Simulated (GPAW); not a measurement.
Write an ASE script for GPAW 26.7.0 that does the following.

* Task: single point
* Functional: PBE
* Potentials or basis: GPAW PAW data sets (gpaw-data 1.2.1)
* Cutoff: 600 eV
* Basis: pw
* k mesh: 7 × 7 × 7
* Occupations: gaussian, width 0.011 eV
* Spin: no spin polarisation
* Maxiter: 150

The system is Sn.

```
Sn
1.0
     0.00000    3.23334    3.23334
     3.23334    0.00000    3.23334
     3.23334    3.23334    0.00000
Sn
2
Direct
  0.75000 0.75000 0.75000
  0.50000 0.50000 0.50000
```

This isn't the form of Sn at room conditions, which is tetragonal (white tin).

These files were run (other wordings do the same):

run.py

```python
from ase import Atoms
from ase.dft.bandgap import bandgap
from ase.io import write
from ase.units import GPa
from gpaw import GPAW, PW

atoms = Atoms(['Sn', 'Sn'],
              cell=[[0.0, 3.2333428, 3.2333428],
                    [3.2333428, 0.0, 3.2333428],
                    [3.2333428, 3.2333428, 0.0]],
              scaled_positions=[[0.75, 0.75, 0.75],
                                [0.5, 0.5, 0.5]],
              pbc=True)

calc = GPAW(mode=PW(600),
            xc='PBE',
            kpts={'size': (7, 7, 7), 'gamma': True},
            occupations={'name': 'methfessel-paxton', 'order': 0, 'width': 0.011},
            nbands=24,
            convergence={'density': 1e-05, 'energy': 1e-05},
            maxiter=150,
            txt='gpaw.txt')
atoms.calc = calc
energy = atoms.get_potential_energy()
forces = atoms.get_forces()
stress = atoms.get_stress()
calc.write('gs.gpw')
write('result.traj', atoms)
print(f'Energy: {energy:.6f} eV')
print('Forces (eV/A):')
print(forces.round(4))
print('Stress (GPa):', (stress / GPa).round(3))
print('Fermi level:', round(calc.get_fermi_level(), 4), 'eV')
print(f'Gap: {bandgap(calc)[0]:.4f} eV, direct: {bandgap(calc, direct=True)[0]:.4f} eV')
```

Potentials or basis: GPAW PAW data sets (gpaw-data 1.2.1), pw.

Run with:

```sh
$ OMP_NUM_THREADS=1 python run.py
```

It gave:

```
Pressure               : 3.5 GPa
Band gap on the k mesh : none (metal or under the smearing width)
```

Run time: 34 s on 1 thread of Arm Neoverse N1 (shared host), peak memory 0.17 GiB.
